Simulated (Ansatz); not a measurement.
Theory: Ansatz 0.2.0, DFT PBE, scalar-relativistic, plane waves, PAW. All cells share a 420 eV cutoff and Γ-centred k meshes spaced at most about 0.3 Å⁻¹ (about 0.25 or finer for metals, 2π included). No spin polarisation in the final relaxations.

These are static total energies at zero pressure.

Two forms of Al2Pt were relaxed alike.

A.

```
Al Pt
1.0
     2.88821    0.00000    0.00000
     0.00000    2.88821    0.00000
     0.00000    0.00000    6.02421
Al Pt
2 1
Direct
  0.00000 0.00000 0.73958
  0.50000 0.50000 0.07006
  0.50000 0.50000 0.48176
```

B.

```
Al Pt
1.0
     4.15886    0.00000    0.00000
     0.00000    4.05847    2.87057
     0.00000   -4.05847    2.87057
Al Pt
4 2
Direct
  0.00000 0.59760 0.59760
  0.00000 0.36350 0.03361
  0.00000 0.03361 0.36350
  0.50000 0.92342 0.92342
  0.50000 0.35027 0.73198
  0.50000 0.73198 0.35027
```

Question: Which is lower in energy, and by how much?

Answer: B is lower, by 178 meV/atom. A has space group P4mm (No. 99), 16.8 Å³/atom and no gap on its mesh; B has space group Amm2 (No. 38), 16.2 Å³/atom and no gap. Counting all near atoms (those within 1.25 times the shortest distance at each site; a plus sign parts nearer from farther groups; a slash parts the counts of unlike sites), A has Al 1+8/4+8, Pt 5+4 and B has Al 10/11, Pt 11. The denser one is the lower, and pressure would at first widen the difference. In A, Al on its first site has 4 Pt at 2.57 Å and 8 Al at 2.85–2.89 Å; Al on its second site is surrounded by 1 Pt at 2.48 Å and 8 Al at 2.85–2.89 Å; Pt is surrounded by 5 Al at 2.48–2.57 Å and 4 Pt at 2.89 Å. In B, Al on a site of symmetry mm2 has 4 Pt at 2.61 Å and 6 Al at 2.65–2.80 Å; Al on a site of symmetry m has 2 Pt at 2.55 Å, 5 Al at 2.65–2.93 Å, 2 Pt at 2.87 Å and 2 Al at 3.19 Å; Pt has 6 Al at 2.55–2.69 Å, 2 Al at 2.87 Å and 3 Pt at 3.03–3.10 Å; 1 more site not described. Both come from invented guesses. A third cell relaxed alike, in Fm-3m (a cell as deposited in COD), lies 260 meV/atom below the lower of the two.

Spin–orbit coupling, which can matter for Pt, is left out. Cells relaxed within their symmetry can be saddle points.
